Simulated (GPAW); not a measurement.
The system is WS2, a slab with vacuum.

```xyz
6
Lattice="3.1832 0.0000 0.0000 -1.5916 2.7567 0.0000 0.0000 0.0000 23.6688" Properties=species:S:1:pos:R:3 pbc="T T T"
W     1.5916    0.9189    8.5842
W     0.0000    1.8378   15.0845
S     1.5916    0.9189   16.6435
S     0.0000    1.8378   10.1434
S     1.5916    0.9189   13.5253
S     0.0000    1.8378    7.0253
```

Base run:

* Program: GPAW 26.7.0
* Functional: r2SCAN
* Potentials or basis: GPAW PAW data sets (gpaw-data 1.2.1)
* Cutoff: 450 eV
* Basis: pw
* k mesh: 8 × 8 × 1
* Occupations: fermi-dirac, width 0.05 eV
* Spin: no spin polarisation

Its results: band gap on the k mesh 1.83 eV, indirect (least direct gap 2.36 eV); largest force 0.014 eV/Å.

Problem. The run is repeated on the same cell with these changes: cutoff from 450 eV to 600 eV; k mesh from 8 × 8 × 1 to 6 × 6 × 1. What comes out?

Solution. Band gap on the k mesh 1.56 eV, indirect (least direct gap 1.89 eV); largest force 0.009 eV/Å.

Caveats: the PAW data sets were made with another functional, which shifts forces and pressure a little; spin-orbit coupling is left out, which moves the levels of the heavy elements; the cutoff is short for stress and forces, so pressures can be off by a GPa or more (some runs).

Not every run made on this cell is shown here.
